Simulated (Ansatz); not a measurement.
**ZnS**

Level of theory: DFT, PBEsol, scalar-relativistic, no spin polarisation; plane waves to 420 eV with PAW datasets (Ansatz 0.2.0), Γ-centred 10×10×6 mesh, 0.05 eV Gaussian smearing. The datasets are Ansatz's generated set soft_2.

```
Zn S
1.0
     3.78162    0.00000    0.00000
    -1.89081    3.27498    0.00000
     0.00000    0.00000    6.20965
Zn S
2 2
Direct
  0.33333 0.66667 0.00546
  0.66667 0.33333 0.50546
  0.33333 0.66667 0.37954
  0.66667 0.33333 0.87954
```

The chain of runs began from a cell as deposited in COD, expanded in volume.

The cell has space group P6_3mc (read at 0.01 Å). In it the stress is 0.01, 0.01, -0.03, 0.00, 0.00, 0.00 GPa and the largest force component 0.000 eV/Å. Each change below starts from this cell, without further relaxation. Stress is in GPa, positive in compression, in the order xx, yy, zz, yz, xz, xy; energies are counted from the cell above.

Problem. What happens when atom 3 (S) is moved by 0.02 Å along z?

Solution. The energy changes by 1.9 meV per cell, and the force on it along the shift is -0.185 eV/Å (−F/u = 9.26 eV/Å²). Stress: 0.17, 0.17, -0.29, 0.00, 0.00, 0.00.
```tsv
atom	Fx (eV/Å)	Fy	Fz
Zn1	0.000	0.000	0.078
Zn2	0.000	0.000	0.036
S3	0.000	0.000	-0.185
S4	0.000	0.000	0.070
```
In a harmonic crystal the energy would rise by −½F·u = ½ × 9.26 × 0.02² eV = 1.9 meV, which matches.

Problem. What stress follows from an engineering strain of -1 % in yy, atoms carried along?

Solution. 0.47, 1.68, 0.26, 0.00, 0.00, 0.00 GPa; the energy changes by 4.0 meV per cell. The gap on the mesh goes from 2.15 eV to 2.17 eV.
```
atom  Fx (eV/Å)      Fy      Fz
 Zn1      0.000  -0.055   0.040
 Zn2      0.000   0.055   0.040
  S3      0.000  -0.071  -0.040
  S4      0.000   0.071  -0.040
```
The change of the stress over the strain gives a clamped-atom stiffness of about 167 GPa for this component, a secant value that lies under the elastic constant in tension and over it in compression, by several per cent for each per cent of strain.
In a harmonic crystal the energy would rise by V(½Cε² − σ₀ε), with σ₀ the stress of the unstrained cell, = 4.0 meV, which matches.

Kohn–Sham gaps of semilocal functionals lie under measured ones, often by a third or more.
